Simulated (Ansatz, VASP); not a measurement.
# MoH8 in VASP and in Ansatz

```xyz
9
Lattice="3.4217 0.0000 0.0000 -1.7109 2.9633 0.0000 0.0000 0.0000 6.7164" Properties=species:S:1:pos:R:3 pbc="T T T"
H     0.0000    0.0000    1.9662
H     0.0000    0.0000    4.7501
H     1.7109    0.0000    5.3087
H    -0.8554    1.4817    5.3087
H     0.8554    1.4817    5.3087
H     1.7109    0.0000    1.4077
H    -0.8554    1.4817    1.4077
H     0.8554    1.4817    1.4077
Mo    0.0000    0.0000    3.3582
```

Alike in both runs: task single point; functional PBE; k mesh 6 × 6 × 4; occupations gaussian, width 0.1 eV; no spin polarisation.

|  | VASP | Ansatz |
| --- | --- | --- |
| version | VASP 6.6.1 | Ansatz 0.2.0 |
| potentials or method | VASP PAW PBE potentials, release 64 (H, Mo_sv) | scalar-relativistic, plane waves, PAW |
| plane-wave cutoff (eV) | 520 | 420 |
| valence electrons in the cell | 22 | 22 |

VASP gave:

```
gap on the k mesh at the Fermi level (eV)       : none
pressure (GPa)                                  : -3.3
largest component of the traceless stress (GPa) : 32.04
rms of the force components (eV/Å)              : 2.476
```

Problem. Estimate Ansatz's values.

Solution. gap on the k mesh at the Fermi level (eV): none; pressure (GPa): -3.0; largest component of the traceless stress (GPa): 32.29; rms of the force components (eV/Å): 2.493.

Atom by atom the forces differ by 0.018 eV/Å (rms over components). A gap of «none» marks a metal or a gap that the smearing closes.

Caveats: forces of over 1 eV/Å show positions far from the minimum, so gaps and moduli don't describe the material at rest.
